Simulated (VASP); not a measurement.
# MoS2 (P6_3/mmc) in VASP: notebook

The runs below take MoS2 through single point, with PBE+D3(BJ).

Everything below comes from runs of VASP 6.6.1. Logs are shortened: lines on timing, memory, paths and dates and some standing lists are left out, and cuts for length are marked.

**Measured values to compare with.**

“Multiwavelength excitation Raman Scattering Analysis of bulk and 2 dimensional MoS2: Vibrational properties of atomically thin MoS2 layers”, 2015, arxiv:1506.03228 reports, for a bulk crystal of MoS2 at 300 K: band gap 1.3 eV (indirect).

The runs below are set against these values where they give the same quantity.

### Step 1. Starting point

It takes space group P6_3/mmc (No. 194, hexagonal). The conventional cell has a = 3.149 Å, b = 3.149 Å, c = 12.090 Å, α = 90.00°, β = 90.00°, γ = 120.00°. Around Mo (site symmetry -6m2) lie 6 S at 2.40 Å. Around S (site symmetry 3m) lie 3 Mo at 2.40 Å.

### Step 2. Single point, PBE+D3(BJ) (equal strain along x and y +0.008, atoms relaxed)

Input file INCAR:

```
PREC = Accurate ; ENCUT = 520
EDIFF = 1E-7 ; ISMEAR = 0
SIGMA = 0.02 ; LREAL = F
LASPH = T ; NELM = 100
ALGO = Normal ; ISIF = 2
LWAVE = F ; LCHARG = F
LDIPOL = T ; IDIPOL = 3
DIPOL = 0.5 0.5 0.500 ; GGA = PE
IVDW = 12 ; NBANDS = 20
```

Input file KPOINTS:

```
Automatic mesh
0
Gamma
  12 12 1
```

Input file POSCAR:

```
MoS2
1.0
    3.1794699326      0.0000000000      0.0000000000
   -1.5897349663      2.7535017322      0.0000000000
    0.0000000000      0.0000000000     32.2630185773
S Mo
2 1
Direct
    0.3333333333      0.6666666667      0.4516803665
    0.3333333333      0.6666666667      0.5483196335
    0.6666666667      0.3333333333      0.5000000000
```

Potentials or basis: VASP PAW PBE potentials, release 64 (S, Mo_sv).

Started as:

```
cat potpaw_PBE.64/S/POTCAR potpaw_PBE.64/Mo_sv/POTCAR > POTCAR
mpirun -np 1 vasp_std > vasp.out
```

OUTCAR:

```text
PREC = Accurate
   ENCUT = 520
   EDIFF = 1E-7
   ISMEAR = 0
   LREAL = F
   LASPH = T
   NELM = 100
   ISIF = 2
   GGA = PE
   IVDW = 12
 IVDW          = 12

 ion  position               nearest neighbor table
   1  0.333  0.667  0.452-   3 2.41   3 2.41   3 2.41
   2  0.333  0.667  0.548-   3 2.41   3 2.41   3 2.41
   3  0.667  0.333  0.500-   1 2.41   2 2.41   1 2.41   2 2.41   1 2.41   2 2.41

  LATTYP: Found a hexagonal cell.
 ALAT       =     3.1794699326
 C/A-ratio  =    10.1472947571

  Lattice vectors:

 A1 = (   3.1794699326,   0.0000000000,   0.0000000000)
 A2 = (  -1.5897349663,   2.7535017322,   0.0000000000)
 A3 = (   0.0000000000,   0.0000000000,  32.2630185773)

Analysis of symmetry for initial positions (statically):
=====================================================================
 Subroutine PRICEL returns:
 Original cell was already a primitive cell.

 Routine SETGRP: Setting up the symmetry group for a
 hexagonal supercell.

 Subroutine GETGRP returns: Found 12 space group operations
 (whereof 12 operations were pure point group operations)
 out of a pool of 24 trial point group operations.

The static configuration has the point symmetry D_3h.

Analysis of symmetry for dynamics (positions and initial velocities):
=====================================================================
 Subroutine PRICEL returns:
 Original cell was already a primitive cell.

 Routine SETGRP: Setting up the symmetry group for a
 hexagonal supercell.

 Subroutine GETGRP returns: Found 12 space group operations
 (whereof 12 operations were pure point group operations)
 out of a pool of 24 trial point group operations.

The dynamic configuration has the point symmetry D_3h.

 Subroutine INISYM returns: Found 12 space group operations
 (whereof 12 operations are pure point group operations),
 and found     1 'primitive' translations

----------------------------------------------------------------------------------------

                                     Primitive cell

  volume of cell :     282.4523

  direct lattice vectors                    reciprocal lattice vectors
     3.179469933  0.000000000  0.000000000     0.314517835  0.181586957  0.000000000
    -1.589734966  2.753501732  0.000000000     0.000000000  0.363173914  0.000000000
     0.000000000  0.000000000 32.263018577     0.000000000  0.000000000  0.030995240

  length of vectors
     3.179469933  3.179469933 32.263018577     0.363173914  0.363173914  0.030995240

  position of ions in fractional coordinates (direct lattice)
     0.333333333  0.666666667  0.451680366
     0.333333333  0.666666667  0.548319634
     0.666666667  0.333333333  0.500000000

  ion indices of the primitive-cell ions
   primitive index   ion index
                 1           1
                 2           2
                 3           3

----------------------------------------------------------------------------------------

 KPOINTS: Automatic mesh

Automatic generation of k-mesh.
 Grid dimensions read from file:
 generate k-points for:   12   12    1

 Generating k-lattice:

  Cartesian coordinates                     Fractional coordinates (reciprocal lattice)
     0.026209820  0.015132246  0.000000000     0.083333333  0.000000000  0.000000000
     0.000000000  0.030264493  0.000000000     0.000000000  0.083333333  0.000000000
     0.000000000  0.000000000  0.030995240     0.000000000  0.000000000  1.000000000

  Length of vectors
     0.030264493  0.030264493  0.030995240

  Shift w.r.t. Gamma in fractional coordinates (k-lattice)
     0.000000000  0.000000000  0.000000000

 Subroutine IBZKPT returns following result:
 ===========================================

 Found     19 irreducible k-points:

 Following reciprocal coordinates:
            Coordinates               Weight
  0.000000  0.000000  0.000000      1.000000
  0.083333 -0.000000  0.000000      6.000000
  0.166667  0.000000  0.000000      6.000000
  0.250000 -0.000000  0.000000      6.000000
  0.333333 -0.000000  0.000000      6.000000
  0.416667 -0.000000  0.000000      6.000000
[... 11 lines left out ...]
  0.333333  0.250000  0.000000     12.000000
  0.333333  0.333333  0.000000      2.000000
   k-points           NKPTS =     19   k-points in BZ     NKDIM =     19   number of bands    NBANDS=     20
   number of dos      NEDOS =    301   number of ions     NIONS =      3
   total plane-waves  NPLWV = 138240
   dimension x,y,z NGX =    24 NGY =   24 NGZ =  240
   dimension x,y,z NGXF=    48 NGYF=   48 NGZF=  480
   ions per type =               2   1
   NGX,Y,Z   is equivalent  to a cutoff of  12.55, 12.55, 12.37 a.u.
   NGXF,Y,Z  is equivalent  to a cutoff of  25.10, 25.10, 24.73 a.u.
 SYSTEM =  unknown system
   PREC   = accura    normal or accurate (medium, high low for compatibility)
   ISTART =      0    job   : 0-new  1-cont  2-samecut
   ICHARG =      2    charge: 1-file 2-atom 10-const
   ISPIN  =      1    spin polarized calculation?
   LNONCOLLINEAR =      F non collinear calculations
   LSORBIT =      F    spin-orbit coupling
   LASPH  =      T    aspherical Exc in radial PAW
   ENCUT  =  520.0 eV  38.22 Ry    6.18 a.u.   5.91  5.91 59.99*2*pi/ulx,y,z
   NELM   =    100;   NELMIN=  2; NELMDL= -5     # of ELM steps
   EDIFF  = 0.1E-06   stopping-criterion for ELM
   LREAL  =      F    real-space projection
   EDIFFG = 0.1E-05   stopping-criterion for IOM
   NSW    =      0    number of steps for IOM
   IBRION =     -1    ionic relax: 0-MD 1-quasi-New 2-CG
   NFREE  =      0    steps in history (QN), initial steepest desc. (CG)
   ISIF   =      2    stress and relaxation
   ISYM   =      2    0-nonsym 1-usesym 2-fastsym
   POTIM  = 0.5000    time-step for ionic-motion
   TEBEG  =    0.0;   TEEND  =   0.0 temperature during run
   PSTRESS=    0.0 pullay stress
   NELECT =      26.0000    total number of electrons
   NUPDOWN=      -1.0000    fix difference up-down
   EMIN   =  10.00;   EMAX   =-10.00  energy-range for DOS
   EFERMI =   0.00;   METHOD = LEGACY
   ISMEAR =     0;   SIGMA  =   0.02  broadening in eV -4-tet -1-fermi 0-gaus
   EFERMI_NEDOS =   21; number of points for ismear=-14 and -15
   IALGO  =     38    algorithm
   IMIX   =      4    mixing-type and parameters
     AMIX     =   0.40;   BMIX     =  1.00
     AMIX_MAG =   1.60;   BMIX_MAG =  1.00
  volume/ion in A,a.u.               =      94.15       635.36
  Fermi-wavevector in a.u.,A,eV,Ry     =   0.739181  1.396850  7.434072  0.546389
  Thomas-Fermi vector in A             =   1.833282
   LORBIT       =      0    0 simple, 1 ext, 2 COOP (PROOUT), +10 PAW based schemes
   GGA     = PE    functional components
   LHFCALC =     F    Hartree Fock is set to
   AEXX    =    0.0000 exact exchange contribution
   IVDW    =    12    specifies the selected vdW correction
   LEPSILON=     F    determine dielectric tensor
   LRPA    =     F    only Hartree local field effects (RPA)
 non-spin polarized calculation
 Gauss-broadening in eV      SIGMA  =   0.02
  energy-cutoff  :      520.00
  volume of cell :      282.45
 maximum number of plane-waves:      7656
 NGX is ok and might be reduce to    24
   NGX = 11   NGY = 11   NGZ =119

 number of electron      25.9999999 magnetization

 dipolmoment           0.000000      0.000000      0.000000 electrons x Angstroem

 Free energy of the ion-electron system (eV)
  ---------------------------------------------------
  ext. energy  EPLUGINS =         0.00000000
  ---------------------------------------------------
  free energy    TOTEN  =       -21.85196598 eV

  energy without entropy =      -21.85196598  energy(sigma->0) =      -21.85196598

 E-fermi :  -3.4010     XC(G=0):  -2.3880

 val. band max:       -3.5001438072   @ k =   0.0000   0.0000   0.0000
 cond. band min:      -1.8274072911   @ k =   0.3333   0.3333   0.0000
 fundamental gap:      1.6727365160
 Fermi energy:        -3.4009666268

 k-point     1 :       0.0000    0.0000    0.0000
  band No.  band energies     occupation
      1     -64.3607      2.00000
      2     -38.5035      2.00000
      3     -38.2963      2.00000
      4     -38.2963      2.00000
      5     -17.5944      2.00000
      6     -16.2806      2.00000
[... 12 lines left out ...]
     19       2.0611      0.00000
     20       2.4634      0.00000

 k-point     2 :       0.0833   -0.0000    0.0000
  band No.  band energies     occupation
      1     -64.3581      2.00000
      2     -38.4984      2.00000
      3     -38.3222      2.00000
      4     -38.3022      2.00000
      5     -17.4915      2.00000
      6     -16.2386      2.00000
[... 12 lines left out ...]
     19       2.1975      0.00000
     20       2.6101      0.00000

 k-point     3 :       0.1667    0.0000    0.0000
  band No.  band energies     occupation
      1     -64.3512      2.00000
      2     -38.4846      2.00000
      3     -38.3922      2.00000
      4     -38.3182      2.00000
      5     -17.1990      2.00000
      6     -16.1193      2.00000
[... 12 lines left out ...]
     19       2.5956      0.00000
     20       3.0254      0.00000

 k-point     4 :       0.2500   -0.0000    0.0000
  band No.  band energies     occupation
      1     -64.3417      2.00000
      2     -38.4865      2.00000
      3     -38.4657      2.00000
      4     -38.3400      2.00000
      5     -16.7663      2.00000
      6     -15.9443      2.00000
[... 314 lines left out ...]
 k-point    18 :       0.3333    0.2500    0.0000
  band No.  band energies     occupation
      1     -64.3192      2.00000
      2     -38.6070      2.00000
      3     -38.4920      2.00000
      4     -38.4209      2.00000
      5     -15.5271      2.00000
      6     -15.4189      2.00000
[... 12 lines left out ...]
     19       4.7370      0.00000
     20       5.8107      0.00000

 k-point    19 :       0.3333    0.3333    0.0000
  band No.  band energies     occupation
      1     -64.3179      2.00000
      2     -38.5790      2.00000
      3     -38.5357      2.00000
      4     -38.4183      2.00000
      5     -15.4488      2.00000
      6     -15.3784      2.00000
[... 12 lines left out ...]
     19       4.1386      0.00000
     20       6.1266      0.00000

------------------------ aborting loop because EDIFF is reached ----------------------------------------

 vacuum level on the upper side and lower side of the slab       (xc-potential included)        -0.011        -0.011

 Edisp (eV)   -0.94323

 E8    (eV) :    -0.4083

  FORCE on cell =-STRESS in cart. coord.  units (eV):
  Direction    XX          YY          ZZ          XY          YZ          ZX
  --------------------------------------------------------------------------------------
  -------------------------------------------------------------------------------------
  Total      -0.76341    -0.76341    -0.06172     0.00000    -0.00000     0.00000
  in kB      -4.33034    -4.33034    -0.35009     0.00000    -0.00000     0.00000
  external pressure =       -3.00 kB  Pullay stress =        0.00 kB

 VOLUME and BASIS-vectors are now :
 -----------------------------------------------------------------------------
  energy-cutoff  :      520.00
  volume of cell :      282.45
      direct lattice vectors                 reciprocal lattice vectors
     3.179469933  0.000000000  0.000000000     0.314517835  0.181586957  0.000000000
    -1.589734966  2.753501732  0.000000000     0.000000000  0.363173914  0.000000000
     0.000000000  0.000000000 32.263018577     0.000000000  0.000000000  0.030995240

 POSITION                                       TOTAL-FORCE (eV/Angst)
 -----------------------------------------------------------------------------------
     -0.00000      1.83567     14.57257        -0.000000      0.000000      0.011559
     -0.00000      1.83567     17.69045        -0.000000      0.000000     -0.011559
      1.58973      0.91783     16.13151         0.000000     -0.000000      0.000000
 -----------------------------------------------------------------------------------
    total drift:                               -0.000000      0.000000      0.000000

  FREE ENERGIE OF THE ION-ELECTRON SYSTEM (eV)
  ---------------------------------------------------
  free  energy   TOTEN  =       -22.7951946795 eV

  energy  without entropy=      -22.7951946795  energy(sigma->0) =      -22.79519468

 vacuum level on the upper side and lower side of the slab         2.406         2.406
```

It took 2 min on 1 thread of AMD EPYC 9R45 (Zen 5), shared host; peak memory 0.38 GiB.

What came out:

```yaml
Free_energy: -22.7952 eV
Largest_force: 0.012 eV/Å
Band_gap_on_the_k_mesh: 1.67 eV, indirect (least direct gap 1.69 eV)
Dispersion_energy_per_atom: -0.314 eV
```

Forces in eV/Å, atoms in the order of the input:
```
S    0.000  0.000  0.012
S    0.000  0.000 -0.012
Mo   0.000  0.000  0.000
```

### Step 3. Single point, PBE+D3(BJ) (strain along y +0.008, atoms relaxed)

Input file INCAR:

```
SYSTEM = MoS2
  ALGO = Fast
  DIPOL = 0.5 0.5 0.500
  EDIFF = 1E-6
  ENCUT = 520
  GGA = PE
  IDIPOL = 3
  ISIF = 2
  ISMEAR = 0
  IVDW = 12
  LASPH = .True.
  LCHARG = .False.
  LDIPOL = .True.
  LREAL = .False.
  LWAVE = .False.
  NBANDS = 20
  NELM = 100
  PREC = Accurate
  SIGMA = 0.02
```

Input file KPOINTS:

```
k-points
0
Gamma
  12 12 1
  0 0 0
```

Input file POSCAR:

```
MoS2
1.0
    3.1542360442      0.0000000000      0.0000000000
   -1.5771180221      2.7535017322      0.0000000000
    0.0000000000      0.0000000000     32.2630185773
S Mo
2 1
Direct
    0.3334759301      0.6669518603      0.4515516584
    0.3334759301      0.6669518603      0.5484483416
    0.6663814731      0.3327629462      0.5000000000
```

Potentials or basis: VASP PAW PBE potentials, release 64 (S, Mo_sv).

Started as:

```
cat potpaw_PBE.64/S/POTCAR potpaw_PBE.64/Mo_sv/POTCAR > POTCAR
mpirun -np 1 vasp_std > vasp.out
```

It took 4 min on 1 thread of AMD EPYC 9R45 (Zen 5), shared host; peak memory 0.48 GiB.

It converged, with:

```yaml
Free_energy: -22.7987 eV
Largest_force: 0.011 eV/Å
Band_gap_on_the_k_mesh: 1.73 eV, direct
Dispersion_energy_per_atom: -0.317 eV
```

Forces on the atoms (eV/Å):
```
S    0.000  0.001  0.011
S    0.000  0.001 -0.011
Mo   0.000 -0.002  0.000
```

Levels at points of the mesh, in eV from the valence-band top:
```csv
k point,band 11,band 12,band 13,band 14,band 15,band 16
"(0.00, 0.00, 0.00)",-1.50,-1.45,-0.04,2.79,2.84,3.02
"(0.50, 0.00, 0.00)",-1.90,-0.96,-0.62,2.31,2.83,3.91
"(0.00, 0.50, 0.00)",-1.92,-0.88,-0.66,2.31,2.81,3.94
```

[end of part 1 of 2]
